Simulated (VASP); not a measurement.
# Al2O3 (Pnnm) in VASP: further runs, part 2 of 3

VASP 6.6.1. Earlier steps stand in the parts before.

**3. Dielectric tensor, PBE**

Contents of INCAR:

```
PREC = Accurate
ENCUT = 520
EDIFF = 1E-8
ISMEAR = 0
SIGMA = 0.02
LREAL = F
LASPH = T
NELM = 60
ALGO = Normal
ISIF = 2
LWAVE = F
LCHARG = F
GGA = PE
LEPSILON = T
```

Contents of KPOINTS:

```
Automatic mesh
0
Gamma
  5 3 7
```

Contents of POSCAR:

```
Al2O3
1.0
    4.6137770000      0.0000000000      0.0000000000
    0.0000000000      9.5632790000      0.0000000000
    0.0000000000      0.0000000000      3.1198620000
Al O
4 6
Direct
    0.9829750000      0.8245730000      0.0000000000
    0.0170250000      0.1754270000      0.0000000000
    0.4829750000      0.6754270000      0.5000000000
    0.5170250000      0.3245730000      0.5000000000
    0.5000000000      0.5000000000      0.5000000000
    0.1236350000      0.7530500000      0.5000000000
    0.3763650000      0.2530500000      0.0000000000
    0.6236350000      0.7469500000      0.0000000000
    0.0000000000      0.0000000000      0.0000000000
    0.8763650000      0.2469500000      0.5000000000
```

Potentials or basis: VASP PAW PBE potentials, release 64 (Al, O).

Started as:

```sh
$ cat potpaw_PBE.64/Al/POTCAR potpaw_PBE.64/O/POTCAR > POTCAR
$ mpirun -np 1 vasp_std > vasp.out
```

OUTCAR:

```text
PREC = Accurate
   ENCUT = 520
   EDIFF = 1E-8
   ISMEAR = 0
   LREAL = F
   LASPH = T
   NELM = 60
   ISIF = 2
   GGA = PE
   LEPSILON = T

 ion  position               nearest neighbor table
   1  0.983  0.825  0.000-   9 1.68   8 1.82   6 1.82   6 1.82   3 3.13   3 3.13   3 3.13   3 3.13
                             2 3.36
   2  0.017  0.175  0.000-   9 1.68   7 1.82  10 1.82  10 1.82   4 3.13   4 3.13   4 3.13   4 3.13
                             1 3.36
   3  0.483  0.675  0.500-   5 1.68   6 1.82   8 1.82   8 1.82   1 3.13   1 3.13   1 3.13   1 3.13
                             4 3.36
   4  0.517  0.325  0.500-   5 1.68  10 1.82   7 1.82   7 1.82   2 3.13   2 3.13   2 3.13   2 3.13
                             3 3.36
   5  0.500  0.500  0.500-   3 1.68   4 1.68
   6  0.124  0.753  0.500-   3 1.82   1 1.82   1 1.82
   7  0.376  0.253  0.000-   2 1.82   4 1.82   4 1.82
   8  0.624  0.747  0.000-   1 1.82   3 1.82   3 1.82
   9  0.000  0.000  0.000-   1 1.68   2 1.68
  10  0.876  0.247  0.500-   4 1.82   2 1.82   2 1.82

  LATTYP: Found a simple orthorhombic cell.
 ALAT       =     3.1198620000
 B/A-ratio  =     1.4788400897
 C/A-ratio  =     3.0652891057

  Lattice vectors:

 A1 = (   0.0000000000,   0.0000000000,   3.1198620000)
 A2 = (   4.6137770000,   0.0000000000,   0.0000000000)
 A3 = (   0.0000000000,   9.5632790000,   0.0000000000)

Analysis of symmetry for initial positions (statically):
=====================================================================
 Subroutine PRICEL returns:
 Original cell was already a primitive cell.

 Routine SETGRP: Setting up the symmetry group for a
 simple orthorhombic supercell.

 Subroutine GETGRP returns: Found  8 space group operations
 (whereof  4 operations were pure point group operations)
 out of a pool of  8 trial point group operations.

The static configuration has the point symmetry C_2h.
 The point group associated with its full space group is D_2h.

Analysis of symmetry for dynamics (positions and initial velocities):
=====================================================================
 Subroutine PRICEL returns:
[... 1023 lines left out ...]

------------------------ aborting loop because EDIFF is reached ----------------------------------------

--------------------------------------- Ionic step        3  -------------------------------------------

 Free energy of the ion-electron system (eV)
  ---------------------------------------------------
  ---------------------------------------------------
  free energy    TOTEN  =        -0.68772797 eV

  energy without entropy =       -0.68772797

------------------------ aborting loop because EDIFF is reached ----------------------------------------

 PIEZOELECTRIC TENSOR FIELD DIRECTION 3  (e Angst)
 -----------------------------------------------------------------------------
     0.00072  0.00000  0.00000           (  0.00000  0.00000  0.00000)
     0.00000  0.00074  0.00000           (  0.00000  0.00000  0.00000)
     0.00000  0.00000 -0.00207           (  0.00000  0.00000 -0.00015)

 PIEZOELECTRIC TENSOR FIELD DIRECTION 3  (C/m^2)
 -----------------------------------------------------------------------------
     0.00008  0.00000  0.00000
     0.00000  0.00009  0.00000
     0.00000  0.00000 -0.00024

 MACROSCOPIC STATIC DIELECTRIC TENSOR (including local field effects in DFT)
 ------------------------------------------------------
           2.493228     0.000000     0.000000
           0.000000     2.510816     0.000000
           0.000000     0.000000     2.631171
 ------------------------------------------------------

 PIEZOELECTRIC TENSOR (including local field effects)  for field in x, y, z        (e  Angst)
          XX          YY          ZZ          XY          YZ          ZX
  --------------------------------------------------------------------------------
  x     0.00000     0.00000     0.00000     0.00000     0.00000     0.00000
  y     0.00000     0.00000     0.00000     0.00000     0.00000     0.00000
  z     0.00000     0.00000     0.00000     0.00000     0.00000     0.00000

 PIEZOELECTRIC TENSOR (including local field effects)  for field in x, y, z        (C/m^2)
          XX          YY          ZZ          XY          YZ          ZX
  --------------------------------------------------------------------------------
  x     0.00000     0.00000     0.00000     0.00000     0.00000     0.00000
  y     0.00000     0.00000     0.00000     0.00000     0.00000     0.00000
  z     0.00000     0.00000     0.00000     0.00000     0.00000     0.00000

 BORN EFFECTIVE CHARGES (including local field effects) (in |e|, cummulative output)
 ---------------------------------------------------------------------------------
 ion    1
    1     2.49080     0.10207     0.00000
    2     0.17357     2.62807     0.00000
    3     0.00000     0.00000     2.74470
 ion    2
    1     2.49080     0.10207     0.00000
    2     0.17357     2.62807     0.00000
    3     0.00000     0.00000     2.74470
 ion    3
    1     2.49080    -0.10207     0.00000
    2    -0.17357     2.62807     0.00000
    3     0.00000     0.00000     2.74470
 ion    4
    1     2.49080    -0.10207     0.00000
    2    -0.17357     2.62807     0.00000
    3     0.00000     0.00000     2.74470
 ion    5
[... 8 lines left out ...]
    1    -1.94255    -0.38423     0.00000
    2    -0.37671    -1.35695     0.00000
    3     0.00000     0.00000    -2.04278
 ion    8
    1    -1.94255    -0.38423     0.00000
    2    -0.37671    -1.35695     0.00000
    3     0.00000     0.00000    -2.04278
 ion    9
    1    -1.09650    -0.00972     0.00000
    2    -0.09347    -2.54225     0.00000
    3     0.00000     0.00000    -1.40385
 ion   10
    1    -1.94255     0.38423     0.00000
    2     0.37671    -1.35695     0.00000
    3     0.00000     0.00000    -2.04278
```

Wall time 8.5 min (1 thread of Intel Xeon Platinum 8488C (Sapphire Rapids), shared host); peak memory 0.42 GiB.

Results:

```yaml
Band_gap_on_the_k_mesh: 3.51 eV, direct
Electronic_dielectric_tensor_diagonal: 2.49, 2.51, 2.63
Born_charges_mean_of_the_diagonal: Al +2.62; O -1.68, -1.78 e
```

Levels at points of the mesh, in eV from the valence-band top:
```csv
k point,band 20,band 21,band 22,band 23,band 24,band 25,band 26,band 27,band 28,band 29
"(0.00, 0.00, 0.00)",-1.31,-1.04,-0.53,-0.06,0.00,3.51,5.05,6.14,6.88,7.06
```

Electronic dielectric tensor:
```
2.49 0.00 0.00
0.00 2.51 0.00
0.00 0.00 2.63
```

Born effective charge tensors (e):
atom 1, Al
```
2.49 0.10 0.00
0.17 2.63 0.00
0.00 0.00 2.74
```
atom 2, Al
```
2.49 0.10 0.00
0.17 2.63 0.00
0.00 0.00 2.74
```
atom 3, Al
```
 2.49 -0.10  0.00
-0.17  2.63  0.00
 0.00  0.00  2.74
```
atom 4, Al
```
 2.49 -0.10  0.00
-0.17  2.63  0.00
 0.00  0.00  2.74
```
atom 5, O
```
-1.10  0.01  0.00
 0.09 -2.54  0.00
 0.00  0.00 -1.40
```
atom 6, O
```
-1.94  0.38  0.00
 0.38 -1.36  0.00
 0.00  0.00 -2.04
```
atom 7, O
```
-1.94 -0.38  0.00
-0.38 -1.36  0.00
 0.00  0.00 -2.04
```
atom 8, O
```
-1.94 -0.38  0.00
-0.38 -1.36  0.00
 0.00  0.00 -2.04
```
atom 9, O
```
-1.10 -0.01  0.00
-0.09 -2.54  0.00
 0.00  0.00 -1.40
```
atom 10, O
```
-1.94  0.38  0.00
 0.38 -1.36  0.00
 0.00  0.00 -2.04
```

Caveat: an odd mesh through Γ misses points on the zone boundary, where band edges often lie.

[end of part 2 of 3]
